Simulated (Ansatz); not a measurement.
All numbers below come from Ansatz, DFT PBE, scalar-relativistic, plane waves, PAW. The final run on the 5-atom cell used 420 eV, a Γ-centred 6×6×10 mesh, 0.02 eV smearing and no spin polarisation.

The zero of energy is the elements' standard structures at the same level (O₂ as a molecule); no fitted shifts are applied.

Question: Find a candidate hexagonal wide-gap insulator made of Al and O, with a gap near 3.6 eV, a formation energy near −2.62 eV/atom and a density near 3.02 g/cm³, in a cell of 5 atoms. Its symmetry should be P6/mmm (No. 191).

Answer: Al2O3, space group P6/mmm (No. 191). Around Al lie 6 O at 1.93 Å; O has 4 Al at 1.93 Å and 6 O at 2.53 Å.

```xyz
5
Lattice="5.0567 0.0000 0.0000 -2.5284 4.3793 0.0000 0.0000 0.0000 2.5284" Properties=species:S:1:pos:R:3 pbc="T T T"
Al    0.0000    2.9195    1.2642
Al    2.5284    1.4598    1.2642
O     2.5284    0.0000    0.0000
O    -1.2642    2.1896    0.0000
O     1.2642    2.1896    0.0000
```

The volume per atom is 11.20 Å³. The density is 3.02 g/cm³, the formation energy is −2.622 eV/atom and the gap on the 6×6×10 mesh of the 5-atom cell is 3.58 eV.

The structure comes from a generated guess, relaxed at this level; another structure or a mixture of phases may lie lower. The answer needn't be unique; the calculation gave this one.

Kohn–Sham gaps at this level usually fall short of measured ones. A structure relaxed within its symmetry needn't be a true minimum.
